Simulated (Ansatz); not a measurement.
**Alloy of InP and GaP (60 of 64 In sites exchanged), 128 atoms**

How does this alloy cell relax, and what gap do PBEsol and HSE06 with spin–orbit coupling give?

Program: Ansatz 0.2.0, PAW, plane waves. These are calculated values, not measurements.

## Step 1: The system as built

128 atoms (60 Ga, 4 In, 64 P); a = 15.457 Å, b = 15.457 Å, c = 15.457 Å, α = 60.00°, β = 60.00°, γ = 60.00°. All atoms were shaken off their sites by about 0.02 Å along each axis.

The runs, in order: (2) PBEsol cell relaxation at the single k point (½, ½, ½), on 1 × NVIDIA GB200 with 8 threads of Arm Neoverse-V2; (3) HSE06 with spin–orbit coupling single point at the Γ point alone, on 1 × NVIDIA GB200 with 8 threads of Arm Neoverse-V2.

## Step 2: Relaxing cell and atoms with PBEsol

in.yaml reads:

```yaml
crystal:
  lattice:
    - [0.000000, 10.929718, 10.929718]
    - [10.929718, 0.000000, 10.929718]
    - [10.929718, 10.929718, 0.000000]
  atoms:
    - { symbol: Ga, position: [0.997569, 0.001795, 0.000586] }
    - { symbol: Ga, position: [0.501629, 0.000090, 0.000469] }
    - { symbol: Ga, position: [0.998165, 0.501465, 0.998432] }
    - { symbol: Ga, position: [0.999377, 0.997770, 0.501370] }
    - { symbol: Ga, position: [0.502368, 0.498512, 0.998363] }
    - { symbol: Ga, position: [0.499262, 0.003310, 0.497411] }
    - { symbol: Ga, position: [0.750653, 0.247590, 0.250287] }
    - { symbol: Ga, position: [0.002269, 0.499338, 0.496934] }
    - { symbol: Ga, position: [0.248469, 0.749384, 0.251242] }
    - { symbol: Ga, position: [0.249690, 0.248167, 0.749664] }
    - { symbol: Ga, position: [0.501494, 0.500649, 0.497497] }
    - { symbol: Ga, position: [0.747431, 0.252099, 0.751935] }
    - { symbol: Ga, position: [0.249330, 0.748330, 0.752416] }
    - { symbol: Ga, position: [0.751311, 0.749056, 0.751354] }
    - { symbol: Ga, position: [0.002614, 0.000061, 0.249513] }
    - { symbol: Ga, position: [0.249358, 0.250331, 0.000977] }
    - { symbol: Ga, position: [0.499054, 0.002369, 0.250834] }
    - { symbol: Ga, position: [0.750821, 0.251766, 0.998807] }
    - { symbol: Ga, position: [0.998773, 0.500065, 0.248926] }
    - { symbol: Ga, position: [0.250649, 0.750747, 0.998736] }
    - { symbol: Ga, position: [0.999868, 0.996457, 0.751779] }
    - { symbol: Ga, position: [0.249235, 0.248471, 0.501387] }
    - { symbol: Ga, position: [0.498141, 0.501026, 0.252525] }
    - { symbol: Ga, position: [0.752738, 0.748399, 0.001710] }
    - { symbol: Ga, position: [0.498197, 0.002252, 0.750362] }
    - { symbol: Ga, position: [0.750727, 0.248025, 0.498602] }
    - { symbol: Ga, position: [0.999649, 0.500995, 0.749562] }
    - { symbol: Ga, position: [0.248954, 0.749095, 0.501302] }
    - { symbol: Ga, position: [0.500491, 0.499911, 0.749750] }
    - { symbol: Ga, position: [0.747865, 0.750788, 0.500573] }
    - { symbol: Ga, position: [0.999761, 0.249905, 0.998950] }
    - { symbol: Ga, position: [0.248725, 0.000124, 0.248938] }
    - { symbol: Ga, position: [0.501445, 0.250456, 0.998892] }
    - { symbol: Ga, position: [0.749472, 0.000788, 0.249949] }
    - { symbol: Ga, position: [0.999732, 0.750881, 0.998744] }
    - { symbol: Ga, position: [0.998416, 0.252833, 0.499957] }
    - { symbol: Ga, position: [0.248064, 0.501190, 0.250113] }
    - { symbol: Ga, position: [0.499454, 0.749818, 0.000457] }
    - { symbol: Ga, position: [0.498702, 0.251287, 0.500057] }
    - { symbol: Ga, position: [0.748105, 0.500907, 0.249987] }
    - { symbol: Ga, position: [0.999738, 0.750011, 0.503015] }
    - { symbol: Ga, position: [0.249748, 0.501110, 0.747900] }
    - { symbol: Ga, position: [0.499808, 0.751399, 0.497940] }
    - { symbol: Ga, position: [0.748814, 0.500469, 0.749795] }
    - { symbol: Ga, position: [0.246572, 0.002425, 0.998878] }
    - { symbol: Ga, position: [0.749005, 0.998873, 0.001181] }
    - { symbol: Ga, position: [0.001143, 0.249065, 0.249759] }
    - { symbol: Ga, position: [0.250279, 0.498611, 0.000956] }
    - { symbol: Ga, position: [0.250993, 0.000780, 0.499000] }
    - { symbol: Ga, position: [0.502687, 0.249945, 0.247661] }
    - { symbol: Ga, position: [0.752038, 0.497663, 0.000685] }
    - { symbol: Ga, position: [0.750395, 0.998487, 0.499796] }
    - { symbol: Ga, position: [0.999262, 0.747378, 0.253749] }
    - { symbol: Ga, position: [0.999768, 0.249656, 0.746632] }
    - { symbol: Ga, position: [0.252668, 0.497743, 0.500682] }
    - { symbol: Ga, position: [0.500609, 0.750384, 0.247969] }
    - { symbol: Ga, position: [0.501058, 0.248313, 0.751602] }
    - { symbol: Ga, position: [0.750887, 0.501655, 0.499562] }
    - { symbol: Ga, position: [0.999522, 0.751275, 0.751750] }
    - { symbol: Ga, position: [0.499406, 0.750061, 0.750360] }
    - { symbol: In, position: [0.248866, 0.249021, 0.250865] }
    - { symbol: In, position: [0.750702, 0.751432, 0.248786] }
    - { symbol: In, position: [0.250293, 0.999676, 0.752508] }
    - { symbol: In, position: [0.750215, 0.000040, 0.749001] }
    - { symbol: P, position: [0.059947, 0.061644, 0.062198] }
    - { symbol: P, position: [0.563117, 0.062009, 0.064878] }
    - { symbol: P, position: [0.064192, 0.561851, 0.063558] }
    - { symbol: P, position: [0.062250, 0.062107, 0.564337] }
    - { symbol: P, position: [0.311234, 0.312233, 0.312332] }
    - { symbol: P, position: [0.561420, 0.564172, 0.059002] }
    - { symbol: P, position: [0.562174, 0.059531, 0.563928] }
    - { symbol: P, position: [0.815570, 0.311597, 0.310816] }
    - { symbol: P, position: [0.064354, 0.559630, 0.565184] }
    - { symbol: P, position: [0.310108, 0.812180, 0.314351] }
    - { symbol: P, position: [0.312603, 0.313458, 0.811833] }
    - { symbol: P, position: [0.565388, 0.562294, 0.562080] }
    - { symbol: P, position: [0.813843, 0.815580, 0.307580] }
    - { symbol: P, position: [0.812368, 0.312284, 0.811800] }
    - { symbol: P, position: [0.315822, 0.809029, 0.810013] }
    - { symbol: P, position: [0.812296, 0.812210, 0.814223] }
    - { symbol: P, position: [0.060160, 0.062771, 0.315157] }
    - { symbol: P, position: [0.313710, 0.313882, 0.059870] }
    - { symbol: P, position: [0.565001, 0.059964, 0.311653] }
    - { symbol: P, position: [0.811435, 0.315821, 0.062449] }
    - { symbol: P, position: [0.064995, 0.560095, 0.311758] }
    - { symbol: P, position: [0.310910, 0.811563, 0.064780] }
    - { symbol: P, position: [0.060843, 0.066298, 0.812138] }
    - { symbol: P, position: [0.310865, 0.311858, 0.563611] }
    - { symbol: P, position: [0.562023, 0.561317, 0.315094] }
    - { symbol: P, position: [0.812517, 0.813324, 0.061681] }
    - { symbol: P, position: [0.561799, 0.062689, 0.811505] }
    - { symbol: P, position: [0.812522, 0.312425, 0.561606] }
    - { symbol: P, position: [0.059446, 0.564354, 0.814917] }
    - { symbol: P, position: [0.313018, 0.813429, 0.562040] }
    - { symbol: P, position: [0.563382, 0.561008, 0.812986] }
    - { symbol: P, position: [0.812174, 0.813953, 0.560579] }
    - { symbol: P, position: [0.059754, 0.315025, 0.063040] }
    - { symbol: P, position: [0.311199, 0.066298, 0.313352] }
    - { symbol: P, position: [0.563556, 0.314289, 0.059995] }
    - { symbol: P, position: [0.811117, 0.060398, 0.317244] }
    - { symbol: P, position: [0.062735, 0.810372, 0.063394] }
    - { symbol: P, position: [0.064958, 0.313985, 0.562039] }
    - { symbol: P, position: [0.312607, 0.560984, 0.312237] }
    - { symbol: P, position: [0.563303, 0.811143, 0.064406] }
    - { symbol: P, position: [0.314834, 0.064205, 0.811435] }
    - { symbol: P, position: [0.562132, 0.312942, 0.564012] }
    - { symbol: P, position: [0.812283, 0.560424, 0.314095] }
    - { symbol: P, position: [0.811542, 0.063460, 0.815092] }
    - { symbol: P, position: [0.062796, 0.810122, 0.562376] }
    - { symbol: P, position: [0.312318, 0.560309, 0.814448] }
    - { symbol: P, position: [0.561485, 0.814191, 0.561721] }
    - { symbol: P, position: [0.811975, 0.563951, 0.812090] }
    - { symbol: P, position: [0.309970, 0.062937, 0.063338] }
    - { symbol: P, position: [0.808473, 0.063274, 0.063836] }
    - { symbol: P, position: [0.063592, 0.312701, 0.312431] }
    - { symbol: P, position: [0.311543, 0.559580, 0.063330] }
    - { symbol: P, position: [0.312344, 0.063387, 0.563559] }
    - { symbol: P, position: [0.563685, 0.311958, 0.313367] }
    - { symbol: P, position: [0.810568, 0.563891, 0.062181] }
    - { symbol: P, position: [0.813911, 0.061470, 0.563974] }
    - { symbol: P, position: [0.063841, 0.812111, 0.312301] }
    - { symbol: P, position: [0.063102, 0.313246, 0.810871] }
    - { symbol: P, position: [0.310121, 0.564575, 0.561265] }
    - { symbol: P, position: [0.564305, 0.811597, 0.310471] }
    - { symbol: P, position: [0.560004, 0.316286, 0.812783] }
    - { symbol: P, position: [0.814475, 0.560222, 0.563012] }
    - { symbol: P, position: [0.062944, 0.812118, 0.813212] }
    - { symbol: P, position: [0.563890, 0.814479, 0.810778] }
kpoints:
  mp_grid: { grid: [1, 1, 1], shift: [0.5, 0.5, 0.5] }
hamiltonian:
  xc: pbesol
scf:
  occupations: { method: fermi_dirac, width: 0.01 }
relax:
  f_tol: 0.03
  max_steps: 80
  escape_saddle: false
  adjacent_minimum: "off"
  cell: { fix: [shape] }
output:
  forces: true
  eigenvalues: true
  populations: true
```

The run is started by

```bash
ansatz run in.yaml --threads 8 --pin off --max-ram 118750MiB --runs-dir r --events-out ev --progress --plain --backend cuda --devices 0, --max-vram 170GiB
```

Further steps of the session: Single point with HSE06 with spin–orbit coupling.

Before running it: what results should come out? Wanted: for each run, top filled to lowest empty.

The runs gave:

| level | time | k points | top filled to lowest empty (eV) |
| --- | --- | --- | --- |
| PBEsol, relaxation | 6 s (GPU) | (½, ½, ½) | 1.83 |
| HSE06 with spin–orbit coupling | 23 min (GPU) | Γ | 2.24 |

```
     quantity                                                                         value
   relaxation                                              4 recorded steps, 2.54 eV gained
largest shift                                                                  0.18 Å (P98)
 relaxed cell  a = 15.460 Å, b = 15.460 Å, c = 15.460 Å, α = 60.00°, β = 60.00°, γ = 60.00°
   mean bonds                                                      Ga–P 2.359, In–P 2.496 Å
```

**What this shows.** The relaxation lowers the energy by 2.54 eV; the largest shift is 0.18 Å (P98), while the volume changes by +0.1 %. The mean lengths of the listed bonds run from Ga–P 2.36 Å to In–P 2.50 Å. Rows on different k points differ by sampling as well as by level. With one k point the spacing samples only the states that fold onto it, so it can exceed the gap over the zone.
